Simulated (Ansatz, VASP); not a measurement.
**Se in VASP and in Ansatz**

```
CELL_PARAMETERS angstrom
4.31162 0.00000 0.00000
-2.15581 3.73397 0.00000
0.00000 0.00000 4.94945
ATOMIC_POSITIONS crystal
Se 0.21700 0.00000 0.16667
Se 0.00000 0.21700 0.83333
Se 0.78300 0.78300 0.50000
```

Change from the starting cell: equal xx and yy strain of -1 %.

Alike in both runs: task single point; functional PBE; k mesh 8 × 8 × 6; occupations fermi-dirac, width 0.03 eV; no spin polarisation.

|  | VASP | Ansatz |
| --- | --- | --- |
| version | VASP 6.6.1 | Ansatz 0.2.0 |
| potentials or method | VASP PAW PBE potentials, release 64 (Se), cutoff 520 eV | all-electron LAPW, scalar-relativistic |

Ansatz gave:

- pressure (GPa): 6.7
- largest component of the traceless stress (GPa): 2.17
- rms of the force components (eV/Å): 0.783

Q: What did VASP give for the same quantities?

A: Pressure (GPa): 6.9; largest component of the traceless stress (GPa): 2.26; rms of the force components (eV/Å): 0.814.

Atom by atom the forces differ by 0.031 eV/Å (rms over components). Ansatz ran all-electron here, so the differences hold the error of VASP's frozen core and of both bases.

Caveats: forces of over 1 eV/Å show positions far from the minimum, so gaps and moduli don't describe the material at rest. A k mesh can miss the band edges.
